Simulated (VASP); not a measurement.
The system is WS2.

```
W S
1.0
     3.18422    0.00000    0.00000
    -1.59211    2.75762    0.00000
     0.00000    0.00000   12.97828
W S
2 4
Direct
  0.33333 0.66667 0.25000
  0.66667 0.33333 0.75000
  0.33333 0.66667 0.62980
  0.66667 0.33333 0.12980
  0.33333 0.66667 0.87020
  0.66667 0.33333 0.37020
```

The cell is a database's computed one.

```yaml
Program: VASP 6.6.1
Task: relaxation of cell and atoms
Functional: PBEsol
Potentials_or_basis: VASP PAW PBE potentials, release 64 (W_sv, S)
Cutoff: 600 eV
k_mesh: 12 × 12 × 2
Occupations: gaussian, width 0.02 eV
Spin: no spin polarisation
```

At the start: pressure -2.8 GPa; volume 18.99 Å³/atom.

Problem. How do energy, volume and symmetry change on relaxing?

Solution. Over 28 steps the energy falls by 5.3 meV/atom and the volume is 18.19 Å³/atom (-4.2 %); space group P6_3/mmc (No. 194, to 0.05 Å).

Step by step:
| step | energy change (eV) | largest force (eV/Å) | pressure (GPa) | volume (Å³) |
| --- | --- | --- | --- | --- |
| 1 | 0.0000 | 0.0932 | -2.77 | 113.96 |
| 2 | 0.0332 | 0.7205 | 5.51 | 108.62 |
| 3 | -0.0223 | 0.2094 | 0.25 | 111.85 |
| 4 | -0.0275 | 0.0552 | -0.18 | 111.48 |
| 5 | -0.0285 | 0.0171 | -0.07 | 111.59 |
| 6 | -0.0285 | 0.0231 | -0.06 | 111.59 |
| 7 | -0.0286 | 0.0250 | -0.04 | 111.50 |
| 8 | -0.0290 | 0.0366 | 0.10 | 111.23 |
| 9 | -0.0294 | 0.0576 | 0.36 | 110.68 |
| 10 | -0.0292 | 0.1010 | 0.88 | 109.58 |
| 11 | -0.0295 | 0.0701 | 0.45 | 110.39 |
| 12 | -0.0294 | 0.0862 | 0.68 | 109.99 |
| 13 | -0.0295 | 0.0775 | 0.57 | 110.19 |
| 14 | -0.0295 | 0.0779 | 0.56 | 110.18 |
| 15 | -0.0296 | 0.0758 | 0.53 | 110.16 |
| 16 | -0.0297 | 0.0732 | 0.55 | 110.11 |
| 17 | -0.0299 | 0.0668 | 0.52 | 110.02 |
| 18 | -0.0302 | 0.0553 | 0.47 | 109.82 |
| 19 | -0.0308 | 0.0318 | 0.37 | 109.44 |
| 20 | -0.0312 | 0.0124 | 0.20 | 108.68 |
| 21 | -0.0312 | 0.0075 | 0.22 | 108.77 |
| 22 | -0.0313 | 0.0098 | 0.16 | 108.85 |
| 23 | -0.0315 | 0.0165 | -0.07 | 109.09 |
| 24 | -0.0315 | 0.0168 | -0.06 | 109.11 |
| 25 | -0.0315 | 0.0174 | -0.09 | 109.14 |
| 26 | -0.0315 | 0.0043 | -0.05 | 109.14 |
| 27 | -0.0315 | 0.0015 | -0.03 | 109.13 |
| 28 | -0.0315 | 0.0014 | -0.02 | 109.13 |

Final structure:
```
W S
1.0
     3.14727    0.00000    0.00000
    -1.57364    2.72562    0.00000
     0.00000    0.00000   12.72212
W S
2 4
Direct
  0.33333 0.66667 0.25000
  0.66667 0.33333 0.75000
  0.33333 0.66667 0.62674
  0.66667 0.33333 0.12674
  0.33333 0.66667 0.87326
  0.66667 0.33333 0.37326
```

Caveat: the PAW data sets were made with another functional, which shifts forces and pressure a little; this functional lacks dispersion, which binds the layers, so the pressure and a relaxed spacing across them are unreliable.
